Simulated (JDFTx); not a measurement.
## KCl under changes of volume

One of the cells (28.294 Å³/atom); the others are scaled copies at fixed shape and fractional positions:

```xyz
2
Lattice="3.8392 0.0000 0.0000 0.0000 3.8392 0.0000 0.0000 0.0000 3.8392" Properties=species:S:1:pos:R:3 pbc="T T T"
K     0.0000    0.0000    0.0000
Cl    1.9196    1.9196    1.9196
```

Measurements of this composition are mostly on another form, of space group No. 225.

- Program: JDFTx 1.7.0 (patched build)
- Functional: PBEsol
- Potentials or basis: PseudoDojo-SR-PBEsol-0.4.1-standard with smoothed tails
- Cutoff: 1007 eV
- Density cutoff: 8055 eV
- k mesh: 7 × 7 × 7
- Occupations: fermi-dirac, width 0.05 eV
- Spin: no spin polarisation

```tsv
volume (Å³/atom)	energy over the lowest point (meV/atom)	pressure (GPa)	gap on the mesh (eV)
26.596	0.00	-0.4	4.90
27.162	2.12	-0.8	4.81
27.728	5.56	-1.1	4.73
28.294	10.17	-1.5	4.64
28.860	15.79	-1.7	4.57
29.426	22.30	-2.0	4.49
29.991	?	?	?
```

**Question.** What does the run at 29.991 Å³/atom give?

**Answer.** Energy over the lowest point 29.59 meV/atom; pressure -2.2 GPa; gap on the mesh 4.43 eV.

Worked out: A Birch-Murnaghan fit of order 3 (a polynomial in V^(-2/3)) to the other rows has its minimum at 26.10 Å³/atom, just outside them, with B0 = V·E''(V) = 22 GPa and B' = 5.1. It gives 29.57 meV/atom at 29.991 Å³/atom, against the run's 29.59, and -dE/dV = -2.2 GPa, against -2.2. A straight line through the other rows of the gap, of slope -4.04 eV per unit of ln V, extrapolates to 4.41 eV, against the run's 4.43.

Energies are extrapolated to zero smearing.

Caveats: an odd mesh through Γ misses points on the zone boundary, where band edges often lie.
